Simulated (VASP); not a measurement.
These are HSE06 screened hybrid, VASP's PBE PAW potentials (set 64) (plane waves; VASP) values and carry that method's errors.

A VASP calculation is set up with these files.

POSCAR:
```
MgF2
1
    4.6221230000     0.0000000000     0.0000000000
    0.0000000000     4.6221230000     0.0000000000
    0.0000000000     0.0000000000     3.0523520000
Mg F
2 4
Direct
  0.5000000000   0.5000000000   0.5000000000
  0.0000000000   0.0000000000   0.0000000000
  0.6970800000   0.6970800000   0.0000000000
  0.3029200000   0.3029200000   0.0000000000
  0.8029200000   0.1970800000   0.5000000000
  0.1970800000   0.8029200000   0.5000000000
```

INCAR:
```
# general
SYSTEM   = MgF2
PREC     = Accurate
ENCUT    = 400
LREAL    = F
LASPH    = T
ISYM     = 3

# electronic loop
EDIFF    = 1E-6
NELM     = 100
ALGO     = Normal

# smearing
ISMEAR   = 0
SIGMA    = 0.01

# functional
GGA      = PE
LHFCALC  = T
AEXX     = 0.25
HFSCREEN = 0.2
PRECFOCK = Fast

# ions
ISIF     = 2

# output
LWAVE    = F
LCHARG   = F
```

**KPOINTS**
```
Automatic mesh
0
Gamma
4 4 4
0 0 0
```

POTCAR, in this order: Mg F (PBE.64 set). Program: vasp_std.

What VASP printed:

### OSZICAR
```
       N       E                     dE             d eps       ncg     rms          rms(c)
DAV:   1    -0.206614508391E+03   -0.20661E+03   -0.16000E+04   768   0.121E+03
DAV:   2    -0.392407455293E+03   -0.18579E+03   -0.17676E+03   880   0.301E+02
DAV:   3    -0.399933729562E+03   -0.75263E+01   -0.75105E+01   844   0.649E+01
DAV:   4    -0.399976703036E+03   -0.42973E-01   -0.42965E-01   812   0.552E+00
DAV:   5    -0.417516655036E+02    0.35823E+03   -0.23585E+00   792   0.159E+01    0.106E+01
DAV:   6    -0.382700515756E+02    0.34816E+01   -0.10499E+01   812   0.261E+01    0.335E+00
DAV:   7    -0.385299391925E+02   -0.25989E+00   -0.12668E+00   780   0.806E+00    0.292E+00
DAV:   8    -0.385151983322E+02    0.14741E-01   -0.23905E-02   832   0.181E+00    0.163E+00
DAV:   9    -0.385095422857E+02    0.56560E-02   -0.28622E-02   808   0.173E+00    0.794E-01
DAV:  10    -0.385106459347E+02   -0.11036E-02   -0.24919E-03   816   0.583E-01    0.453E-01
DAV:  11    -0.385111117655E+02   -0.46583E-03   -0.82941E-04   820   0.281E-01    0.282E-01
DAV:  12    -0.385115101625E+02   -0.39840E-03   -0.41016E-04   820   0.188E-01    0.178E-01
DAV:  13    -0.385117451177E+02   -0.23496E-03   -0.13003E-04   820   0.119E-01    0.110E-01
DAV:  14    -0.385118645081E+02   -0.11939E-03   -0.50397E-05   804   0.791E-02    0.668E-02
DAV:  15    -0.385119225828E+02   -0.58075E-04   -0.20926E-05   812   0.505E-02    0.408E-02
DAV:  16    -0.385119499258E+02   -0.27343E-04   -0.88054E-06   804   0.317E-02    0.252E-02
DAV:  17    -0.385119625818E+02   -0.12656E-04   -0.37265E-06   752   0.201E-02    0.157E-02
DAV:  18    -0.385119683372E+02   -0.57554E-05   -0.15342E-06   516   0.131E-02    0.987E-03
DAV:  19    -0.385119709217E+02   -0.25845E-05   -0.73345E-07   496   0.956E-03    0.618E-03
DAV:  20    -0.385119720791E+02   -0.11574E-05   -0.27949E-07   444   0.589E-03    0.387E-03
DAV:  21    -0.385119725912E+02   -0.51208E-06   -0.11519E-07   384   0.372E-03
   1 F= -.38511973E+02 E0= -.38511973E+02  d E =-.287387E-12
```

File OUTCAR:
```
------------------------ aborting loop because EDIFF is reached ----------------------------------------
  FORCE on cell =-STRESS in cart. coord.  units (eV):
  Direction    XX          YY          ZZ          XY          YZ          ZX
  --------------------------------------------------------------------------------------
  Total       -3.8197729     -3.8197729     -3.9397427      0.0000000      0.0000000      0.0000000
  in kB      -93.8491863    -93.8491863    -96.7967614      0.0000000      0.0000000      0.0000000
  external PRESSURE =     -94.8317113 kB  Pullay stress =       0.0000000 kB
  volume of cell :       65.21
      direct lattice vectors                 reciprocal lattice vectors
     4.622123000  0.000000000  0.000000000     0.216350798  0.000000000  0.000000000
     0.000000000  4.622123000  0.000000000     0.000000000  0.216350798  0.000000000
     0.000000000  0.000000000  3.052352000     0.000000000  0.000000000  0.327616212
 POSITION                                       TOTAL-FORCE (eV/Angst)
 -----------------------------------------------------------------------------------
      2.31106      2.31106      1.52618         0.000000      0.000000      0.000000
      0.00000      0.00000      0.00000         0.000000      0.000000      0.000000
      3.22199      3.22199      0.00000        -0.008021     -0.008021      0.000000
      1.40013      1.40013      0.00000         0.008021      0.008021     -0.000000
      3.71119      0.91093      1.52618         0.008021     -0.008021      0.000000
      0.91093      3.71119      1.52618        -0.008021      0.008021     -0.000000
 -----------------------------------------------------------------------------------
    total drift:                               -0.000027     -0.000030      0.000001
  FREE ENERGIE OF THE ION-ELECTRON SYSTEM (eV)
  ---------------------------------------------------
  free  energy   TOTEN  =       -38.5119725912 eV

  energy  without entropy=      -38.5119725912  energy(sigma->0) =      -38.51197259

  exchange ACFDT corr.  =         0.00000000  see jH, gK, PRB 81, 115126
```
(Selected blocks of OUTCAR.)

At this cut-off the stress carries a Pulay error, which pulls relaxed volumes low.

The structure comes from a computed database's MgF2 entry; how it stands against other phases isn't given here. The cell was not relaxed at this level. The k-mesh is coarse (spacing up to 0.51 per Å, 2π included), so the numbers may not be converged in it. The run is one of a series of settings (AEXX = 0.25, GGA = PE, HFSCREEN = 0.2, ISYM = 3, LHFCALC = .TRUE., PRECFOCK = Fast, KPOINTS 4×4×4 Γ-centred mesh against the base run), some of them coarse on purpose.
